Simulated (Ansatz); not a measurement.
Computed with DFT PBE, scalar-relativistic, plane waves, PAW in Ansatz 0.2.0. Settings: cutoff 420 eV, Γ-centred meshes spaced at most about 0.3 Å⁻¹, and about 0.25 Å⁻¹ or finer for metals (2π included), Gaussian smearing. Collinear spin in cells that started with moments and kept them past the coarse steps, no spin elsewhere.

Temperature and zero-point effects are left out. Lower structures may exist.

Problem. Order these relaxed structures of CoSn by energy, lowest first, with the energy over the lowest of them.
A.

```
Co Sn
1.0
     5.29522    0.00000    0.00000
    -2.64761    4.58580    0.00000
     0.00000    0.00000    4.23273
Co Sn
3 3
Direct
  0.00000 0.50000 0.00000
  0.50000 0.50000 0.00000
  0.50000 0.00000 0.00000
  0.66667 0.33333 0.50000
  0.33333 0.66667 0.50000
  0.00000 0.00000 0.00000
```

B.

```
Co Sn
1.0
     3.14446    0.00000    0.00000
     0.00000    3.14446    0.00000
     0.00000    0.00000    3.14446
Co Sn
1 1
Direct
  0.00000 0.00000 0.00000
  0.50000 0.50000 0.50000
```

C.

```
Co Sn
1.0
     3.16029    0.00000    0.00000
     0.00000    3.16029    0.00000
     0.00000    0.00000    3.16029
Co Sn
1 1
Direct
  0.00000 0.00000 0.00000
  0.50000 0.50000 0.50000
```

D.

```
Co Sn
1.0
     4.39822    0.00000    0.00000
    -2.19911    3.80897    0.00000
     0.00000    0.00000    5.02470
Co Sn
2 2
Direct
  0.66667 0.33333 0.75000
  0.33333 0.66667 0.25000
  0.66667 0.33333 0.25000
  0.33333 0.66667 0.75000
```

Solution. A (0 meV/atom), C (261 meV/atom), B (282 meV/atom), D (556 meV/atom). Forms: A CoSn type, P6/mmm, no spin; C caesium chloride type, Pm-3m, moments up to 0.8 μB; B caesium chloride type, Pm-3m, no spin; D P6_3/mmc, no spin. Counting all near atoms (those within 1.25 times the shortest distance at each site; a plus sign parts nearer from farther groups; a slash parts the counts of unlike sites): A has Co 10, Sn 6/6+3; C has Co 8+6, Sn 8+6; B has Co 8+6, Sn 8+6; D has Co 5, Sn 5.

The magnetic state reached may not be the lowest. The P6/mmm cell at 17.1 Å³/atom was relaxed from a Materials Project cell. Trial moments died out on the coarse mesh in P6/mmm, Pm-3m and P6_3/mmc; another magnetic start might hold. Cells relaxed within their symmetry can be saddle points. Some types were kept out of the candidates beforehand, so the set may lack a known form.
